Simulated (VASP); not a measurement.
Write the native input for VASP 6.6.1 that does the following.

* Task: electrostatic potential
* Functional: r2SCAN
* Dispersion: rVV10
* Potentials or basis: VASP PAW PBE potentials, release 64 (Mg, S)
* Cutoff: 520 eV
* k mesh: 10 × 10 × 10
* Occupations: gaussian, width 0.02 eV
* Spin: no spin polarisation
* Further INCAR settings: ALGO = Normal; EDIFF = 1e-06

The structure of MgS lies in POSCAR:

```
MgS                                     
1.0
   -0.0000000000      2.5903437999      2.5903437999
    2.5903437999      0.0000000000      2.5903437999
    2.5903437999      2.5903437999     -0.0000000000
  Mg              S             
     1     1
Direct
     0.0000000000000000    0.0000000000000000    0.0000000000000000
     0.5000000000000000    0.5000000000000000    0.5000000000000000
```

The cell was built by a generator and needn't be a form met in nature.

These files were run (other wordings do the same):

INCAR

```
SYSTEM = MgS
ALGO     = Normal         ! electronic algorithm
BPARAM   = 11.95        
CPARAM   = 0.0093       
EDIFF    = 1E-6           ! SCF threshold, eV
ENCUT    = 520            ! plane-wave cutoff, eV
ISIF     = 2              ! what is computed and relaxed
ISMEAR   = 0              ! smearing method
IVDW_NL  = 2            
KPAR     = 4            
LASPH    = .True.         ! aspherical terms in the spheres
LCHARG   = .True.         ! write CHGCAR
LMIXTAU  = .True.       
LREAL    = .False.        ! projectors in reciprocal space
LUSE_VDW = .True.       
LVHAR    = .True.       
LWAVE    = .False.        ! write WAVECAR
METAGGA  = R2SCAN         ! meta-GGA
NELM     = 100            ! most SCF steps
PREC     = Accurate       ! precision mode
SIGMA    = 0.02           ! smearing width, eV
```

KPOINTS

```
k-points
0
Gamma
  10 10 10
  0 0 0
```

Potentials or basis: VASP PAW PBE potentials, release 64 (Mg, S).

Run with:

```console
$ cat potpaw_PBE.64/Mg/POTCAR potpaw_PBE.64/S/POTCAR > POTCAR
$ mpirun -np 4 vasp_std > vasp.out
```

It gave:

The pressure is 0.0 GPa and the band gap on the k mesh is 3.44 eV, indirect (least direct gap 4.69 eV).

Caveat: the PAW data sets were made with another functional, which shifts forces and pressure a little.

Wall time 38 s on 4 MPI ranks on AMD EPYC 9R45 96-Core Processor (Zen 5), on a shared host, peak memory 0.24 GiB a rank.
